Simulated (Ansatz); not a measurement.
Method: DFT PBE, scalar-relativistic, plane waves, PAW (Ansatz). Settings: cutoff 420 eV, Γ-centred meshes spaced at most about 0.3 Å⁻¹, and about 0.25 Å⁻¹ or finer for metals (2π included), Gaussian smearing. No spin polarisation in the final relaxations.

These are static total energies at zero pressure.

Two relaxed structures of MgSe3:

A. Space group P6/mmm (No. 191), hexagonal, a = 5.494 Å, c = 3.585 Å. Mg has 12 Se at 3.28 Å and 2 Mg at 3.59 Å; around Se lie 4 Se at 2.75 Å, 4 Mg at 3.28 Å and 2 Se at 3.59 Å.

B. Space group Pm-3m (No. 221), cubic, a = 4.383 Å. Mg is surrounded by 12 Se at 3.10 Å; around Se lie 4 Mg at 3.10 Å and 8 Se at 3.10 Å.

Task: Which would you expect to be lower, and how large is the difference?

Result: A is lower, by 48 meV/atom. A has space group P6/mmm (No. 191), 23.4 Å³/atom and no gap on its mesh; B has space group Pm-3m (No. 221), 21.0 Å³/atom and no gap. Counting Se atoms around Mg (those within 1.25 times the shortest such distance or 1.15 times the sum of covalent radii; the shortest distance is added where it is long for a bond), A has Mg 12 from 3.3 Å and B has Mg 12 from 3.1 Å. The lower one is the more open, so pressure narrows the difference. Both come from invented guesses.

Cells relaxed within their symmetry can be saddle points.

The hexagonal structure is favoured by 48 meV/atom even though its Mg–Se contacts are longer than in the cubic one, 3.28 against 3.10 Å, so closer cation–anion contact can't be what stabilises it. The likelier source is Se–Se bonding: the nearest Se–Se distance falls from 3.10 to 2.75 Å, which should strengthen the p-orbital overlap. Even the shorter distance is well beyond a normal Se–Se single bond, and points to weak, delocalised multicentre interactions rather than discrete polyselenide units.

Magnesium can supply only two electrons for three Se atoms, too few to make them all isolated selenide ions. The Se p band therefore stays partly empty, in line with the missing gap in both structures. A polyselenide would normally settle this shortage by forming short, localised Se–Se bonds, which the equal contacts here preclude; a distorted, bond-alternating arrangement would probably be lower in energy and might open a gap. The ordering thus ranks two candidates only, and says nothing about stability against separation into MgSe and selenium.
